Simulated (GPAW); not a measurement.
Here is a GPAW 26.7.0 calculation.

File run.py:

```python
import numpy as np
from ase.dft.bandgap import bandgap
from ase.io import read, write
from ase.units import GPa
from gpaw import GPAW, PW
from gpaw.spinorbit import soc_eigenstates

atoms = read('CdSe.cif')

calc = GPAW(mode=PW(600),
            xc='revPBE',
            kpts={'size': (5, 5, 3), 'gamma': True},
            occupations={'name': 'fermi-dirac', 'width': 0.05},
            nbands=31,
            convergence={'density': 1e-05, 'energy': 1e-05},
            maxiter=150,
            txt='gpaw.txt')
atoms.calc = calc
energy = atoms.get_potential_energy()
forces = atoms.get_forces()
stress = atoms.get_stress()
calc.write('gs.gpw')
write('result.traj', atoms)
print(f'Energy: {energy:.6f} eV')
print('Forces (eV/A):')
print(forces.round(4))
print('Stress (GPa):', (stress / GPa).round(3))
print('Fermi level:', round(calc.get_fermi_level(), 4), 'eV')
print(f'Gap: {bandgap(calc)[0]:.4f} eV, direct: {bandgap(calc, direct=True)[0]:.4f} eV')

path = atoms.cell.bandpath('GMKGALHA,LM,KH', npoints=100, eps=1e-4)
bs_calc = calc.fixed_density(kpts=path, symmetry='off', nbands=52,
                             convergence={'bands': 'CBM+6.0', 'eigenstates': 1e-6}, txt='bands.txt')
bs = bs_calc.band_structure()
bs.write('bs.json')
print(f'Gap on the path: {bandgap(bs_calc)[0]:.4f} eV')

soc = soc_eigenstates(bs_calc, theta=90, phi=45)
np.savetxt('soc_bands.dat', soc.eigenvalues(), fmt='%.4f')
mesh = soc_eigenstates('gs.gpw', theta=90, phi=45)
np.savetxt('soc_mesh.dat', mesh.eigenvalues(), fmt='%.4f')
print('Fermi level with spin-orbit coupling:', round(mesh.fermi_level, 4), 'eV')
```

The input CdSe.cif:

```cif
data_CdSe
_cell_length_a 4.30000000
_cell_length_b 4.30000000
_cell_length_c 7.02000000
_cell_angle_alpha 90.00000000
_cell_angle_beta 90.00000000
_cell_angle_gamma 120.00000000
_space_group_name_H-M_alt 'P1'
_space_group_name_Hall 'P 1'
_space_group_IT_number 1
loop_
_space_group_symop_operation_xyz
'x,y,z'
loop_
_atom_site_label
_atom_site_type_symbol
_atom_site_symmetry_multiplicity
_atom_site_Wyckoff_symbol
_atom_site_fract_x
_atom_site_fract_y
_atom_site_fract_z
_atom_site_occupancy
Cd1 Cd 1 a 0.6666666667 0.3333333333 0.5000000000 1
Cd2 Cd 1 a 0.3333333333 0.6666666667 0.0000000000 1
Se1 Se 1 a 0.6666666667 0.3333333333 0.8850000000 1
Se2 Se 1 a 0.3333333333 0.6666666667 0.3850000000 1
```

Potentials or basis: the program's PAW data sets (release 1.2.1) made for this functional, pw.

Command:

```console
$ OMP_NUM_THREADS=1 python run.py
```

Q: Estimate the pressure.

A: 4.3 GPa.

Q: Estimate the band gap along the path.

A: 0.70 eV, direct.

Q: Estimate the largest force.

A: 0.290 eV/Å.

Q: What does it give for the band gap on the k mesh?

A: 0.70 eV, direct.

Forces in eV/Å, atoms in the order of the input:
```
Cd   0.000  0.000  0.290
Cd   0.000  0.000  0.290
Se   0.000  0.000 -0.290
Se   0.000  0.000 -0.290
```

Caveat: spin-orbit coupling was added after a scalar SCF, so levels and gaps hold it while energy, forces, pressure and moments don't; this program's spin-orbit splittings come out too wide for heavy elements.

**Experimental background.**

From a printed reference work, data compilation, for a bulk crystal of CdSe at 2 K: band gap 1.841 eV.

A measured gap of CdSe is 1.841 eV (2 K; a printed reference work, data compilation); the calculated 0.70 eV misses it by -1.14 eV. So large a miss can be the level of theory's own, or it may mean another phase, state or a wrong row. The value is that of revPBE, without temperature or zero-point motion. Semilocal functionals fall short of measured gaps as a rule.
